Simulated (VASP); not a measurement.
A run of VASP 6.6.1 is set up as follows.

File INCAR:

```
PREC = Accurate
ENCUT = 520
EDIFF = 1E-6
ISMEAR = -1
SIGMA = 0.05
LREAL = F
LASPH = T
NELM = 80
ALGO = Normal
ISIF = 2
LWAVE = F
LCHARG = T
LDIPOL = T
IDIPOL = 3
DIPOL = 0.5 0.5 0.500
GGA = 91
LELF = T
LVHAR = T
LVACPOTAV = T
```

Contents of KPOINTS:

```
Automatic mesh
0
Gamma
  8 8 1
```

File POSCAR:

```
Al
1.0
    2.8270770242      0.0000000000      0.0000000000
   -1.4135385121      2.4483205214      0.0000000000
    0.0000000000      0.0000000000     26.4824913375
Al
6
Direct
    0.6666666700      0.3333333400      0.2832059833
    0.0000000000      0.0000000000      0.3699235900
    0.3333333300      0.6666666600      0.4566411967
    0.0000000000      0.0000000000      0.5433588033
    0.6666666700      0.3333333400      0.6300764100
    0.0000000000      0.0000000000      0.7167940167
```

Potentials or basis: VASP PAW PBE potentials, release 64 (Al).

Run with:

```sh
$ cat potpaw_PBE.64/Al/POTCAR > POTCAR
$ mpirun -np 1 vasp_std > vasp.out
```

Q: Estimate the work function of the upper face.

A: 4.01 eV.

Q: Predict the work function of the lower face.

A: 4.05 eV.

Q: What does it give for the largest force?

A: 0.310 eV/Å.

Q: Estimate the band gap on the k mesh.

A: None (metal or under the smearing width).

Forces in eV/Å, atoms in the order of the input:
```
Al   0.000  0.000 -0.235
Al   0.000  0.000  0.040
Al   0.000  0.000 -0.172
Al   0.000  0.000  0.179
Al   0.000  0.000 -0.122
Al   0.000  0.000  0.310
```

Caveat: the PAW data sets were made with another functional, which shifts forces and pressure a little.
